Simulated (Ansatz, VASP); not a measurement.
Rb: VASP beside Ansatz

The input INCAR:

```
ALGO = Normal ; EDIFF = 1E-7
ENCUT = 520 ; GGA = PS
ISIF = 2 ; ISMEAR = -1
LASPH = True ; LCHARG = False
LREAL = False ; LWAVE = False
NBANDS = 10 ; NELM = 100
PREC = Accurate ; SIGMA = 0.05
```

File KPOINTS:

```
k-points
0
Gamma
  8 8 8
```

Contents of POSCAR:

```
Rb
1.0
   -2.8340600000      2.8060000000      2.8060000000
    2.8060000000     -2.8340600000      2.8060000000
    2.8060000000      2.8060000000     -2.8340600000
Rb
1
Direct
    0.0000000000      0.0000000000      0.0000000000
```

Input for Ansatz:

```yaml
crystal:
  lattice:
    - [-2.83406, 2.806, 2.806]
    - [2.806, -2.83406, 2.806]
    - [2.806, 2.806, -2.83406]
  atoms:
    - { symbol: Rb, position: [0.0, 0.0, 0.0] }
kpoints:
  mp_grid: { grid: [8, 8, 8] }
  band_path:
    path:
      - [0.0, 0.0, 0.0]
      - [0.0, 0.0, 0.5]
      - [-0.5, 0.5, 0.5]
      - [-0.7524689983, 0.2475310017, 0.2475310017]
      - [0.2475310017, 0.2475310017, 0.2475310017]
      - [0.0, 0.0, 0.0]
      - [-0.5, 0.0, 0.5]
    npoints: 5
scf:
  occupations: { method: fermi_dirac, width: 0.05 }
hamiltonian:
  xc: pbesol
  pseudopotentials: { kind: all_electron, lapw: { basis_error: 0.001 } }
output:
  forces: true
  stress: true
  eigenvalues: true
```

Change from the starting cell: equal xy, yz and zx shear strains of -1 %.

Alike in both runs: task single point; functional PBEsol; k mesh 8 × 8 × 8; occupations fermi-dirac, width 0.05 eV; no spin polarisation.

|  | VASP | Ansatz |
| --- | --- | --- |
| version | VASP 6.6.1 | Ansatz 0.2.0 |
| potentials or method | VASP PAW PBE potentials, release 64 (Rb_sv) | all-electron LAPW, scalar-relativistic |
| plane-wave cutoff (eV) | 520 | see its input |

```tsv
	VASP	Ansatz	Ansatz less VASP
pressure (GPa)	-0.1	-0.1	0.00
```

Ansatz ran all-electron here, so the differences hold the error of VASP's frozen core and of both bases.

Caveats: the PAW data sets were made with another functional, which shifts forces and pressure a little (VASP).
